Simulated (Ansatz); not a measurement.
**KI: modes and screening against the lattice constant**

Computed with DFT PBE, scalar-relativistic, plane waves, PAW in Ansatz. Cutoff 420 eV, 6×6×6 k-points (Γ-centred), fixed occupations. No spin polarisation. Phonons by linear response, acoustic sum rule imposed.

The cell is fixed (symmetry leaves no force on the atoms) and stands under -0.5 GPa:
```cif
data_structure
_symmetry_space_group_name_H-M 'Pm-3m'
_symmetry_Int_Tables_number 221
_cell_length_a 4.4005
_cell_length_b 4.4005
_cell_length_c 4.4005
_cell_angle_alpha 90.000
_cell_angle_beta 90.000
_cell_angle_gamma 90.000
_cell_volume 85.21
loop_
_atom_site_label
_atom_site_type_symbol
_atom_site_symmetry_multiplicity
_atom_site_Wyckoff_symbol
_atom_site_fract_x
_atom_site_fract_y
_atom_site_fract_z
_atom_site_occupancy
K1 K 1 a 0.00000 0.00000 0.00000 1
I1 I 1 b 0.50000 0.50000 0.50000 1
```

The cell is the ideal cubic caesium chloride prototype; this isn't the usual structure of the compound. Spin–orbit coupling is left out, which matters for heavy elements.

At a = 4.166 Å: the run warned that the force constants aren't converged on this k mesh, so the frequencies and all that is formed from them are rough.

Task: How do the optical zone-centre modes (counted from the lowest optical one, degenerate ones once; i marks imaginary ones; without the LO field) and the screening change over a = 4.166 and 4.401 Å?

Result:
```
               a (Å)  4.166  4.401
      pressure (GPa)    2.1   -0.5
gap on the mesh (eV)   3.58   3.16
                  ε∞   3.43   3.14
                  ε0    7.4   14.2
       mode 1 (cm⁻¹)     94     53
```

Cost: 2 runs of about 2.3 core-minutes in all, on Arm Neoverse N1 (shared hosts).